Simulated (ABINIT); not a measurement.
NbP:

```
CELL_PARAMETERS angstrom
-1.67492 1.67492 5.74011
1.67492 -1.67492 5.74011
1.67492 1.67492 -5.74011
ATOMIC_POSITIONS crystal
Nb 0.24988 0.74988 0.50000
Nb 0.49988 0.49988 0.00000
P 0.83275 0.33275 0.50000
P 0.08275 0.08275 0.00000
```

The cell is a database's computed one.

| Quantity | Value |
| --- | --- |
| Program | ABINIT 10.8.3 (patched build) |
| Task | relaxation of cell and atoms |
| Functional | LDA |
| Potentials or basis | JTH PAW LDA v2.0 |
| Cutoff | 544 eV |
| k mesh | 7 × 7 × 7 |
| Occupations | fermi-dirac, width 0.05 eV |
| Spin | no spin polarisation |

At the start: pressure -9.3 GPa; volume 16.10 Å³/atom.

Task: Where does the relaxation end?

Result: Over 6 steps the energy falls by 23.5 meV/atom and the volume is 15.33 Å³/atom (-4.8 %); space group I4_1md (No. 109, to 0.05 Å).

The path:
```csv
step,energy change (eV),largest force (eV/Å),pressure (GPa),volume (Å³)
1,0.0000,0.0218,-9.30,64.41
2,-0.0765,0.0261,-4.06,62.60
3,-0.0928,0.0321,0.27,61.27
4,-0.0931,0.0322,0.04,61.33
5,-0.0938,0.0284,-0.21,61.38
6,-0.0940,0.0211,-0.10,61.34
```

Final structure:
```cif
data_structure
_symmetry_space_group_name_H-M 'P 1'
_symmetry_Int_Tables_number 1
_cell_length_a 6.0853
_cell_length_b 6.0853
_cell_length_c 6.0853
_cell_angle_alpha 148.497
_cell_angle_beta 148.497
_cell_angle_gamma 45.153
_cell_volume 61.34
loop_
_atom_site_label
_atom_site_type_symbol
_atom_site_fract_x
_atom_site_fract_y
_atom_site_fract_z
_atom_site_occupancy
Nb1 Nb 0.25015 0.75015 0.50000 1
Nb2 Nb 0.50015 0.50015 0.00000 1
P1 P 0.83248 0.33248 0.50000 1
P2 P 0.08248 0.08248 0.00000 1
```
